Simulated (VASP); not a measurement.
Cu3Au, 4 atoms in the cell. It takes space group Pm-3m (No. 221, cubic). Conventional cell: a = 3.715 Å, b = 3.715 Å, c = 3.715 Å, α = 90.00°, β = 90.00°, γ = 90.00°. Cu (site symmetry 4/mmm) has 8 Cu at 2.63 Å and 4 Au at 2.63 Å as nearest neighbours. Au (site symmetry m-3m) has 12 Cu at 2.63 Å as nearest neighbours. 

| Item | Value |
| --- | --- |
| Program | VASP 6.6.1 |
| Task | band structure |
| Functional | PBEsol |
| Potentials or basis | VASP PAW PBE potentials, release 64 (Cu, Au) |
| Cutoff | 520 eV |
| k mesh | 10 × 10 × 10 |
| Occupations | methfessel-paxton, width 0.1 eV |
| Spin | no spin polarisation |
| Further INCAR settings | ALGO = Fast; EDIFF = 1e-06; NBANDS = 30 |

Potentials or basis: VASP PAW PBE potentials, release 64 (Cu, Au).

Run with:

```bash
$ cat potpaw_PBE.64/Cu/POTCAR potpaw_PBE.64/Au/POTCAR > POTCAR
$ mpirun -np 1 vasp_std > vasp.out
```

Hardware: 1 thread of Intel(R) Xeon(R) 6975P-C (Granite Rapids), on a shared host.

Problem. Estimate the wall time of this run.

Solution. It took 76 s on 1 thread of Intel(R) Xeon(R) 6975P-C (Granite Rapids), with other jobs on the host, peak memory 0.25 GiB. Counts: scf iterations 44, k points 56.
